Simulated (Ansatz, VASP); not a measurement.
**Two plane-wave programs on H**

POSCAR

```
H
1.0
   -1.6915344700      1.6915344700      2.0584739900
    1.6915344700     -1.6915344700      2.0584739900
    1.6915344700      1.6915344700     -2.0584739900
H
2
Direct
    0.9098622900      0.9098622900      0.0000000000
    0.0901377100      0.0901377100      0.0000000000
```

File INCAR.step1:

```
SYSTEM = H
ALGO = Normal ; EDIFF = 1E-4
ENCUT = 520 ; GGA = PE
ISMEAR = 0 ; LASPH = .TRUE.
LCHARG = .FALSE. ; LREAL = .FALSE.
LWAVE = .TRUE. ; NBANDS = 8
NELM = 100 ; PREC = Accurate
SIGMA = 0.1
```

File INCAR.step2:

```
SYSTEM = H
ALGO = Normal ; EDIFF = 1E-6
ENCUT = 520 ; ISIF = 2
ISMEAR = 0 ; ISTART = 1
LASPH = .TRUE. ; LCHARG = .FALSE.
LMIXTAU = .TRUE. ; LREAL = .FALSE.
LWAVE = .FALSE. ; METAGGA = R2SCAN
NBANDS = 8 ; NELM = 100
PREC = Accurate ; SIGMA = 0.1
```

KPOINTS

```
k-points
0
G
  8 8 8
  0 0 0
```

Input for Ansatz:

```yaml
crystal:
  lattice:
    - [-1.69153447, 1.69153447, 2.05847399]
    - [1.69153447, -1.69153447, 2.05847399]
    - [1.69153447, 1.69153447, -2.05847399]
  atoms:
    - { symbol: H, position: [0.90986229, 0.90986229, 0.0] }
    - { symbol: H, position: [0.09013771, 0.09013771, 0.0] }
basis:
  ecutwfc: 500
kpoints:
  mp_grid: { grid: [8, 8, 8] }
hamiltonian:
  xc: r2scan
scf:
  occupations: { method: gaussian, width: 0.1 }
output:
  forces: true
  stress: true
  eigenvalues: true
```

Alike in both runs: task single point; functional r2SCAN; k mesh 8 × 8 × 8; occupations gaussian, width 0.1 eV; no spin polarisation.

|  | VASP | Ansatz |
| --- | --- | --- |
| version | VASP 6.6.1 | Ansatz 0.2.0 |
| potentials or method | VASP PAW PBE potentials, release 64 (H) | scalar-relativistic, plane waves, PAW |
| plane-wave cutoff (eV) | 520 | 500 |
| valence electrons in the cell | 2 | 2 |

```csv
,VASP,Ansatz,Ansatz less VASP
gap on the k mesh at the Fermi level (eV),9.67,9.65,-0.012
least direct gap on the mesh (eV),10.49,10.47,-0.013
pressure (GPa),0.0,0.2,+0.21
rms of the force components (eV/Å),0.002,0.005,+0.0029
```

Atom by atom the forces differ by 0.003 eV/Å (rms over components).

Caveats: the PAW data sets were made with another functional, which shifts forces and pressure a little (VASP). r2SCAN opens gaps a little over a GGA but as a rule still falls short of measured ones. A k mesh can miss the band edges.
